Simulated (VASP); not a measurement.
Write the native input for VASP 6.6.1 that does the following.

```yaml
Task: single point
Functional: PBE
Potentials_or_basis: VASP PAW PBE potentials, release 64 (Sb)
Cutoff: 520 eV
k_mesh: 12 × 12 × 7
Occupations: fermi-dirac, width 0.03 eV
Spin: no spin polarisation
Dipole_correction: no
Further_INCAR_settings: ALGO = Fast; EDIFF = 1e-06; NBANDS = 12
```

The structure of Sb lies in POSCAR:

```
Sb
1.0
    3.3690001795      0.0000000000      0.0000000000
   -1.6845000898      2.9176397408      0.0000000000
    0.0000000000      0.0000000000      5.3300000000
Sb
2
Direct
    0.3333333333      0.6666666667      0.2500000000
    0.6666666667      0.3333333333      0.7500000000
```

This isn't the form of Sb at room conditions, which is rhombohedral.

The input as run:

INCAR

```
PREC     = Accurate       # precision mode
ENCUT    = 520            # plane-wave cutoff, eV
EDIFF    = 1E-6           # SCF threshold, eV
ISMEAR   = -1             # smearing method
SIGMA    = 0.03           # smearing width, eV
LREAL    = F              # projectors in reciprocal space
LASPH    = T              # aspherical terms in the spheres
NELM     = 80             # most SCF steps
ALGO     = Fast           # electronic algorithm
ISIF     = 2              # what is computed and relaxed
LWAVE    = F              # write WAVECAR
LCHARG   = F              # write CHGCAR
GGA      = PE             # functional
NBANDS   = 12             # bands
```

KPOINTS

```
regular mesh
0
Gamma
  12 12 7
```

Potentials or basis: VASP PAW PBE potentials, release 64 (Sb).

Run with:

```console
$ cat potpaw_PBE.64/Sb/POTCAR > POTCAR
$ mpirun -np 1 vasp_std > vasp.out
```

Results of the run:

```
Pressure               : 2.9 GPa
Band gap on the k mesh : none (metal or under the smearing width)
```

It took 19 s on 1 thread of Intel(R) Xeon(R) Platinum 8488C (Sapphire Rapids), on a shared host, peak memory 0.19 GiB.
